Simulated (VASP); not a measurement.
Input of a VASP 6.6.1 run:

Contents of INCAR:

```
PREC = Accurate
ENCUT = 520
EDIFF = 1E-6
ISMEAR = 1
SIGMA = 0.1
LREAL = F
LASPH = T
NELM = 80
ALGO = Normal
ISIF = 2
LWAVE = F
LCHARG = F
LMAXMIX = 4
GGA = PS
NBANDS = 12
ICORELEVEL = 1
```

The input KPOINTS:

```
Automatic mesh
0
Gamma
  16 16 16
```

The input POSCAR:

```
Ag                                      
1.0
    0.0000000000      2.0257627205      2.0257627205
    2.0257627205      0.0000000000      2.0257627205
    2.0257627205      2.0257627205      0.0000000000
  Ag            
     1
Direct
     0.0000000000000000    0.0000000000000000    0.0000000000000000
```

File KPOINTS_OPT:

```
explicit points
156
Reciprocal
 0.0000000000  0.0000000000  0.0000000000 1
 0.0357142857  0.0000000000  0.0357142857 1
 0.0714285714  0.0000000000  0.0714285714 1
 0.1071428571  0.0000000000  0.1071428571 1
 0.1428571429  0.0000000000  0.1428571429 1
 0.1785714286  0.0000000000  0.1785714286 1
[... 148 lines left out ...]
 0.5000000000  0.2500000000  0.7500000000 1
 0.5000000000  0.0000000000  0.5000000000 1
```

Potentials or basis: VASP PAW PBE potentials, release 64 (Ag).

The run is started by

```bash
$ cat potpaw_PBE.64/Ag/POTCAR > POTCAR
$ mpirun -np 1 vasp_std > vasp.out
```

(1) What does it give for the band gap along the path?

(2) Estimate the pressure.

Results:

(1) none (metal or under the smearing width).

(2) 0.0 GPa.

Caveat: the PAW data sets were made with another functional, which shifts forces and pressure a little.
